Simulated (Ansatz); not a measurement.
# RbBr: how the settings move a single-point run

Question: which choices in the input matter for RbBr?

Computed with Ansatz 0.2.0 (reference: DFT, PBE, plane waves, PAW, unless a step's input says otherwise).

1 further run of the same task is left out (it didn't finish).

## Step 1: The starting structure

Symmetry: Fm-3m, No. 225, cubic system. Conventional cell: a = 6.922 Å, b = 6.922 Å, c = 6.922 Å, α = 90.00°, β = 90.00°, γ = 90.00°. Rb (site symmetry m-3m) has 6 Br at 3.46 Å as nearest neighbours. Br (site symmetry m-3m) is surrounded by 6 Rb at 3.46 Å.

As a file:

```
Rb Br
1.0
     0.00000    3.46083    3.46083
     3.46083    0.00000    3.46083
     3.46083    3.46083    0.00000
Rb Br
1 1
Direct
  0.00000 0.00000 0.00000
  0.50000 0.50000 0.50000
```

## Step 2: The reference run

File input.yaml:

```yaml
crystal:
  lattice:
    - [0.0, 3.4608260448, 3.4608260448]
    - [3.4608260448, 0.0, 3.4608260448]
    - [3.4608260448, 3.4608260448, 0.0]
  atoms:
    - { symbol: Rb, position: [0.0, 0.0, 0.0] }
    - { symbol: Br, position: [0.5, 0.5, 0.5] }
kpoints:
  mp_grid: { grid: [4, 4, 4] }
hamiltonian:
  xc: pbe
scf:
  occupations: { method: fixed }
  n_extra_bands: 4
output:
  forces: true
  stress: true
  eigenvalues: true
  write_density: true
  write_potential: true
  elf: true
  volumetric_format: npy
```

Launch:

```bash
> ansatz run input.yaml --threads 4 --pin off --max-ram 3686MiB --backend cpu --events-out ev --progress --plain --runs-dir out
```

## Step 3: Changing settings: xc lc_wpbe

input.yaml: that of step 2 with these lines changed.

```diff
@@ -11,3 +11,3 @@
 hamiltonian:
-  xc: pbe
+  xc: lc_wpbe
 scf:
@@ -19,5 +19 @@
   eigenvalues: true
-  write_density: true
-  write_potential: true
-  elf: true
-  volumetric_format: npy
```

## Step 4: Changing settings: exchange pbe, correlation pbe, coeff 0.4

input.yaml: that of step 2 with these lines changed.

```diff
@@ -11,3 +11,3 @@
 hamiltonian:
-  xc: pbe
+  xc: { exchange: pbe, correlation: pbe, exx: { coeff: 0.4 } }
 scf:
@@ -19,5 +19 @@
   eigenvalues: true
-  write_density: true
-  write_potential: true
-  elf: true
-  volumetric_format: npy
```

Q: Predict the outcome of this session. Wanted: for each run, ending; energy change; pressure; gap; force.

As calculated:

| run | ending | energy change | pressure (GPa) | gap (eV) | force (eV/Å) | cycles | time |
| --- | --- | --- | --- | --- | --- | --- | --- |
| reference | converged | - | 0.5 | 4.29 | 0.00 | 6 | 0.6 s |
| 1: xc lc_wpbe | converged | not comparable | 0.2 | 10.54 | 0.00 | 12 | 9.3 s |
| 2: exchange pbe, correlation pbe, coeff 0.4 | converged | not comparable | 0.1 | 7.31 | 0.00 | 14 | 7.7 s |

Times don't compare one to one where runs were asked for different outputs or read a saved state (see the inputs); cycles may leave out searches for a lower state.

Residual by cycle in the longest SCF loop of each run; runs are numbered as in the table. The quantity is the density residual dr2, in eV.

| cycle | reference | run 1 | run 2 |
| --- | --- | --- | --- |
| 1 | 3.0e-5 | 0.00422 | 0.00846 |
| 2 | 3.0e-5 | 0.00715 | 0.00273 |
| 3 | 6.8e-6 | 0.00121 | 6.6e-4 |
| 4 | 1.2e-6 | 1.7e-4 | 5.3e-5 |
| 5 | 1.7e-7 | 9.7e-6 | 1.8e-5 |
| 6 | 4.2e-8 | - | 2.6e-6 |

What this shows: The totals of these runs aren't set against each other here.
